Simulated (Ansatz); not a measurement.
Relaxation of TiO2

Level of theory: DFT PBE+U, scalar-relativistic, plane waves, PAW (Ansatz 0.2.0). Run with 420 eV cutoff, 8×6×8 k-mesh, Gaussian smearing of 0.02 eV, no spin polarisation, U_eff Ti 4.0 eV on d shells.

What was changed: uniaxial strain along c, with a, b and atoms relaxed: +2.0 %.

Command:

```bash
ansatz run input.yaml --threads 2 --pin off --max-ram 5120MiB --backend cpu --events-out ev --progress --plain --runs-dir out
```

Input:

```yaml
crystal:
  lattice:
    - [3.0033830423, 0.0003821882, 0.0153309698]
    - [0.0006999669, 4.7482854627, -0.0198555975]
    - [1.5374903506, 0.2155595124, 7.2916203459]
  atoms:
    - { symbol: Ti, position: [0.6607052971, 0.514787937, 0.6847677243] }
    - { symbol: Ti, position: [0.3465934509, 0.4859645976, 0.3166396675] }
    - { symbol: Ti, position: [0.0036491649, 0.0003763777, 0.0007036605] }
    - { symbol: O, position: [0.5667093558, 0.8116542888, 0.8759525578] }
    - { symbol: O, position: [0.2276742712, 0.6971762745, 0.5529747386] }
    - { symbol: O, position: [0.9056858789, 0.6964857784, 0.1979543738] }
    - { symbol: O, position: [0.1016153282, 0.3042669689, 0.8034529886] }
    - { symbol: O, position: [0.7796266377, 0.3035762463, 0.4484325707] }
    - { symbol: O, position: [0.4405916052, 0.1890985407, 0.1254547082] }
basis:
  ecutwfc: 420
kpoints:
  mp_grid: { grid: [8, 6, 8] }
hamiltonian:
  xc: pbe
  hubbard: { sites: [{ species: Ti, l: d, u_eff: 4.0 }] }
scf:
  occupations: { method: gaussian, width: 0.02 }
output:
  forces: true
  stress: true
  eigenvalues: true
relax:
  adjacent_minimum: "off"
  f_tol: 0.008
  max_steps: 40
  cell: { stress_tol: 0.015, fix: [c, angles] }
```

F is the free energy. Steps run on the plane waves of an earlier cell, but the last one, and at times one on the way, on a freshly chosen basis, so a repeated geometry can differ a little in energy. The held parts of the cell keep their stress, so P needn't end at zero.

Steps:

| step | F − F(1) (eV) | largest force component (eV/Å) | V (Å³/atom) | P (GPa) |
| --- | --- | --- | --- | --- |
| 1 | 0.0000 | 0.097 | 11.543 | -2.03 |
| 2 | -0.0054 | 0.036 | 11.487 | -1.40 |
| 3 | -0.0065 | 0.018 | 11.470 | -1.11 |
| 4 | -0.0066 | 0.006 | 11.470 | -1.16 |
| 5 | -0.0067 | 0.011 | 11.469 | -1.13 |
| 6 | -0.0067 | 0.006 | 11.469 | -1.14 |
| 7 | -0.0039 | 0.006 | 11.469 | -1.19 |
| 8 | -0.0041 | 0.001 | 11.464 | -1.14 |
| 9 | -0.0040 | 0.001 | 11.464 | -1.14 |

Relaxed structure:

```yaml
crystal:
  lattice:
    - [3.00789, 0.00038, 0.01487]
    - [0.00070, 4.70884, -0.01919]
    - [1.53867, 0.21479, 7.29139]
  atoms:
    - { symbol: Ti, position: [0.66020, 0.51473, 0.68403] }
    - { symbol: Ti, position: [0.34710, 0.48602, 0.31738] }
    - { symbol: Ti, position: [0.00365, 0.00038, 0.00070] }
    - { symbol: O, position: [0.56674, 0.80937, 0.87715] }
    - { symbol: O, position: [0.22764, 0.69801, 0.55337] }
    - { symbol: O, position: [0.90558, 0.69825, 0.19935] }
    - { symbol: O, position: [0.10172, 0.30251, 0.80206] }
    - { symbol: O, position: [0.77966, 0.30274, 0.44804] }
    - { symbol: O, position: [0.44056, 0.19138, 0.12426] }
```

Symmetry: P-1, No. 2, triclinic system. The conventional cell has a = 3.008 Å, b = 4.709 Å, c = 7.426 Å, α = 91.42°, β = 101.13°, γ = 90.01°. Around Ti (site symmetry 1) lie 6 O at 1.97 to 2.01 Å. Around Ti (site symmetry -1) lie 6 O at 1.98 to 2.00 Å. O (site symmetry 1) is surrounded by 3 Ti at 1.98 to 2.00 Å. O (site symmetry 1) is surrounded by 3 Ti at 1.97 to 2.01 Å. Around O (site symmetry 1) lie 3 Ti at 1.98 to 2.00 Å.

The run converged. The run took 5.2 min on 2 threads of Arm Neoverse V1 (shared host), peak memory 1.5 GiB.